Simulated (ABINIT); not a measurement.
Runs of ABINIT 10.8.3 (patched build) on MgS (Niningerite). The structure is cubic, space group Fm-3m (No. 225). The conventional cell has a = 5.203 Å, b = 5.203 Å, c = 5.203 Å, α = 90.00°, β = 90.00°, γ = 90.00°. S (site symmetry m-3m) has 6 Mg at 2.60 Å as nearest neighbours. Mg (site symmetry m-3m) has 6 S at 2.60 Å as nearest neighbours. 

| task | level | potentials or basis | cutoff (eV) | fine-grid cutoff | gap on the mesh (eV) | V0 of scaled cells (Å³/atom) | B0 (GPa) |
| --- | --- | --- | --- | --- | --- | --- | --- |
| equation of state | LDA | JTH PAW LDA v2.0 | 544 | 1088.46 eV | - | (a) | 83 |
| band structure | r2SCAN | JTH PAW PBE v2.0 | 653 | 1251.72 eV | 3.61 | - | - |
| band structure | TB-mBJ | JTH PAW LDA v2.0 | 653 | 1251.72 eV | 4.09 | - | - |
| equation of state | r2SCAN | JTH PAW PBE v2.0 | 653 | 1251.72 eV | - | 17.65 | (b) |
| equation of state | PBEsol | JTH PAW PBE v2.0 | 544 | 1088.46 eV | - | (c) | 78 |

Alike in all rows: no spin polarisation; cell as given; k mesh 9 × 9 × 9; smearing fermi-dirac 0.05 eV.

Problem. Estimate the missing entries.

Solution. (a) 16.90; (b) 80; (c) 17.42.

Caveats: the PAW data sets were made with another functional, which shifts forces and pressure a little (some runs); pressures at fixed basis lie under the slope of the energies (some runs); the mesh misses the band edges, which the band path finds closer together (some runs); the constant c of TB-mBJ comes from the pseudo density here, which moves gaps by up to 0.3 eV between sets of potentials (some runs).
